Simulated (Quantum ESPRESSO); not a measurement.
# E(M) of MnO2, part 2 of 2

Aim: the energy of MnO2 as a function of the total spin moment of its primitive cell.

Quantum ESPRESSO 7.5; PW91; plane waves with GBRV 1.5 LDA potentials, no spin-orbit coupling.

So far, absolute magnetization (μB): step 2 (the free run) 3.05.

### Step 4. Moment fixed at 0.675 μB

pw.py

```python
from ase import Atoms
from ase.calculators.espresso import Espresso, EspressoProfile

atoms = Atoms(['Mn', 'O', 'O'],
    cell=[[2.85657818, 0.0, 0.0],
         [-1.42828909, 2.47386927, 0.0],
         [0.0, 0.0, 4.60137406]],
    scaled_positions=[[0.0, 0.0, 0.5],
         [0.66666667, 0.33333333, 0.29370743],
         [0.33333333, 0.66666667, 0.70629257]],
    pbc=True,
    magmoms=[0.675, 0.0, 0.0])
input_data = {
    'control': {'calculation': 'scf', 'prefix': 'pwscf', 'outdir': './tmp', 'disk_io': 'nowf', 'tprnfor': True, 'tstress': True},
    'system': {'ecutwfc': 40.0, 'ecutrho': 280.0, 'nbnd': 23, 'input_dft': 'pw91', 'occupations': 'smearing', 'smearing': 'fd', 'degauss': 0.00734986, 'nspin': 2, 'tot_magnetization': 0.675},
    'electrons': {'conv_thr': 6e-09, 'electron_maxstep': 150, 'mixing_beta': 0.3, 'startingwfc': 'random'},
}
atoms.calc = Espresso(
    profile=EspressoProfile(command='mpirun -n 2 pw.x -nk 2', pseudo_dir='pseudo'),
    pseudopotentials={'Mn': 'mn_lda_v1.5.uspp.F.UPF', 'O': 'o_lda_v1.2.uspp.F.UPF'},
    input_data=input_data,
    kpts=(8, 8, 8),
    koffset=(1, 1, 1))
atoms.get_potential_energy()
energy = atoms.calc.results['free_energy']
print(f'free energy: {energy:.6f} eV')
print('site moments (muB):', atoms.get_magnetic_moments().round(3))
```

Command:

```console
OMP_NUM_THREADS=1 python3 pw.py > pw.log
```

Output:

```text
     [... lines left out ...]
free energy: -3762.751270 eV
site moments (muB): [0.586 0.005 0.005]
--- espresso.pwo ---
Program PWSCF v.7.5 starts
     [... lines left out ...]
     number of atoms/cell      =            3
     [... lines left out ...]
     number of electrons       =        27.00 (up:  13.84, down:  13.16)
     number of Kohn-Sham states=           23
     kinetic-energy cutoff     =      40.0000  Ry
     charge density cutoff     =     280.0000  Ry
     scf convergence threshold =      6.0E-09
     [... lines left out ...]
     12 Sym. Ops., with inversion, found
     [... lines left out ...]
     number of k points=   144  Fermi-Dirac smearing, width (Ry)=  0.0073
     [... lines left out ...]
     iteration # 24     ecut=    40.00 Ry     beta= 0.30
     [... lines left out ...]
     Magnetic moment per site  (integrated on atomic sphere of radius R)
     atom   1 (R=0.275)  charge= 11.7761  magn=  0.5862
     atom   2 (R=0.275)  charge=  5.2369  magn=  0.0046
     atom   3 (R=0.275)  charge=  5.2369  magn=  0.0046
     [... lines left out ...]
     the spin up/dw Fermi energies are     7.6660    8.1837 ev
!    total energy              =    -276.55714158 Ry
     estimated scf accuracy    <          6.2E-10 Ry
     smearing contrib. (-TS)   =      -0.00900621 Ry
     [... lines left out ...]
     total magnetization       =     0.67 Bohr mag/cell
     absolute magnetization    =     1.02 Bohr mag/cell
     convergence has been achieved in  24 iterations
     [... lines left out ...]
     Total force =     0.005467     Total SCF correction =     0.000004
     [... lines left out ...]
          total   stress  (Ry/bohr**3)                   (kbar)     P=      -41.02
     [... lines left out ...]
```

Run time: 40 s. Hardware: 2 MPI ranks of AMD EPYC 9R45, shared host; peak memory 0.36 GiB; 80 s of CPU time.

Spin moment in the atom's sphere by atom:

```csv
atom,spin moment in the atom's sphere (μB)
Mn1,0.586
O2,0.005
O3,0.005
```

Read from the output:

| Item | Value |
| --- | --- |
| magnetization | 0.675 μB |
| absolute magnetization | 1.018 μB |
| half the difference of the two Fermi energies | -258.9 meV |

### Step 5. Moment fixed at 1.349 μB

Changes to pw.py since step 4:

```diff
@@ -11,6 +11,6 @@
     pbc=True,
-    magmoms=[0.675, 0.0, 0.0])
+    magmoms=[1.349, 0.0, 0.0])
 input_data = {
     'control': {'calculation': 'scf', 'prefix': 'pwscf', 'outdir': './tmp', 'disk_io': 'nowf', 'tprnfor': True, 'tstress': True},
-    'system': {'ecutwfc': 40.0, 'ecutrho': 280.0, 'nbnd': 23, 'input_dft': 'pw91', 'occupations': 'smearing', 'smearing': 'fd', 'degauss': 0.00734986, 'nspin': 2, 'tot_magnetization': 0.675},
+    'system': {'ecutwfc': 40.0, 'ecutrho': 280.0, 'nbnd': 24, 'input_dft': 'pw91', 'occupations': 'smearing', 'smearing': 'fd', 'degauss': 0.00734986, 'nspin': 2, 'tot_magnetization': 1.349},
     'electrons': {'conv_thr': 6e-09, 'electron_maxstep': 150, 'mixing_beta': 0.3, 'startingwfc': 'random'},
```

Command:

```console
OMP_NUM_THREADS=1 python3 pw.py > pw.log
```

Output:

```text
     [... lines left out ...]
free energy: -3762.974053 eV
site moments (muB): [ 1.191 -0.007 -0.007]
--- espresso.pwo ---
Program PWSCF v.7.5 starts
     [... lines left out ...]
     number of atoms/cell      =            3
     [... lines left out ...]
     number of electrons       =        27.00 (up:  14.17, down:  12.83)
     number of Kohn-Sham states=           24
     kinetic-energy cutoff     =      40.0000  Ry
     charge density cutoff     =     280.0000  Ry
     scf convergence threshold =      6.0E-09
     [... lines left out ...]
     12 Sym. Ops., with inversion, found
     [... lines left out ...]
     number of k points=   144  Fermi-Dirac smearing, width (Ry)=  0.0073
     [... lines left out ...]
     iteration # 19     ecut=    40.00 Ry     beta= 0.30
     [... lines left out ...]
     Magnetic moment per site  (integrated on atomic sphere of radius R)
     atom   1 (R=0.275)  charge= 11.7754  magn=  1.1913
     atom   2 (R=0.275)  charge=  5.2394  magn= -0.0069
     atom   3 (R=0.275)  charge=  5.2394  magn= -0.0069
     [... lines left out ...]
     the spin up/dw Fermi energies are     7.5317    8.3135 ev
!    total energy              =    -276.57351579 Ry
     estimated scf accuracy    <          3.1E-10 Ry
     smearing contrib. (-TS)   =      -0.00782992 Ry
     [... lines left out ...]
     total magnetization       =     1.35 Bohr mag/cell
     absolute magnetization    =     1.46 Bohr mag/cell
     convergence has been achieved in  19 iterations
     [... lines left out ...]
     Total force =     0.011347     Total SCF correction =     0.000025
     [... lines left out ...]
          total   stress  (Ry/bohr**3)                   (kbar)     P=      -35.48
     [... lines left out ...]
```

It took 32 s on 2 MPI ranks; peak memory 0.36 GiB.

Numbers from this step:

```
magnetization                                 : 1.349 μB
absolute magnetization                        : 1.456 μB
half the difference of the two Fermi energies : -390.9 meV
largest moment                                : 1.191 μB
```

### Step 6. E(M)

The runs not shown differ in the target, the start and the number of states alone. The point at 3.00 μB is the free run, entered with slope zero.

Energy over the lowest against total spin moment:

```csv
total spin moment (μB a cell),energy over the lowest (meV a cell)
0.00,1127
0.68,1012
1.35,789
2.02,486
2.70,133
3.00,0
3.37,479
4.05,1555
```

Table of dE/dM by total spin moment:

```csv
total spin moment (μB a cell),dE/dM (meV/μB)
0.00,-0.0150
0.68,-259
1.35,-391
2.02,-483
2.70,-518
3.00,0
3.37,1440
4.05,1743
```

The largest site moment by total spin moment:

```csv
total spin moment (μB a cell),largest site moment (μB)
0.00,1.4e-4
0.68,0.586
1.35,1.19
2.02,1.77
2.70,2.31
3.00,2.52
3.37,2.63
4.05,2.83
```

### Step 7. What came out

```json
{
 "moment of the free run": "3.00 μB a cell",
 "energy at zero total moment": "1127 meV a cell over the lowest"
}
```

At zero total moment the site moments vanish, so the 1127 meV a cell is the energy of forming them. The points show one minimum alone. The free run has a whole-number moment, and the slope goes from -518 to 1440 meV/μB between its neighbours: a kink, as where a spin channel has a gap, so no stiffness is given. The cell holds one seeded atom, so opposed orders, which may lie lower, cannot form in it. The pseudopotentials were made with another functional, an inconsistency that can move energies. Energies are free energies at an electronic temperature of 1160 K, which lowers moments and differences where the moments are itinerant. No Hubbard term acts here. In such compounds local and semilocal functionals without one often delocalise the d electrons, and can shrink or lose moments and miss the size, sign and order of the couplings.

[Logs and program files are shortened in this print: banners, set-up blocks, solver, clock and traceback lines can be left out without a mark of their own.]

[Logs are printed without paths, hosts, clocks, repeated set-up lines and the standing remarks that a program may print on its own settings, such as how far it seeks lower states.]

[Hosts, paths, dates, database ids (printed as entryN), source tags and the programs' standing remarks are cut or masked in the printed files.]

[Where a cell is said to come from a database of computed structures, the database is the Materials Project.]
